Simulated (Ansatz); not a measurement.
# Pb: the cost of one run

Program: Ansatz 0.2.0. Level of theory: DFT PBE, scalar-relativistic, plane waves, PAW. These are calculated values, not measurements.

## (1) The structure to begin with

Symmetry: Fm-3m, No. 225, cubic system. Conventional cell: a = 4.990 Å, b = 4.990 Å, c = 4.990 Å, α = 90.00°, β = 90.00°, γ = 90.00°. Pb (site symmetry m-3m) has 12 Pb at 3.53 Å as nearest neighbours.

Coordinates:

```
Pb
1.0
     0.00000    2.49475    2.49475
     2.49475    0.00000    2.49475
     2.49475    2.49475    0.00000
Pb
1
Direct
  0.00000 0.00000 0.00000
```

This is candidate A: structure listed in a database for this formula (Fm-3m, No. 225).

(A quick probe on a coarse mesh, which set the mesh and smearing, is not shown.)

## (3) The relaxation (candidate A)

input.yaml

```yaml
crystal:
  lattice:
    - [0.0, 2.4947547435, 2.4947547435]
    - [2.4947547435, 0.0, 2.4947547435]
    - [2.4947547435, 2.4947547435, 0.0]
  atoms:
    - { symbol: Pb, position: [0.0, 0.0, 0.0] }
basis:
  ecutwfc: 420
kpoints:
  mp_grid: { grid: [14, 14, 14] }
hamiltonian:
  xc: pbe
scf:
  occupations: { method: gaussian, width: 0.1 }
output:
  forces: true
  stress: true
  eigenvalues: true
relax:
  adjacent_minimum: "off"
  f_tol: 0.01
  max_steps: 80
  cell: { stress_tol: 0.05 }
```

**Question.** How long does this run take on 1 thread of an x86-64 CPU, shared host, and how much memory does it need?

About 3.8 s, with a peak of 0.39 GiB.
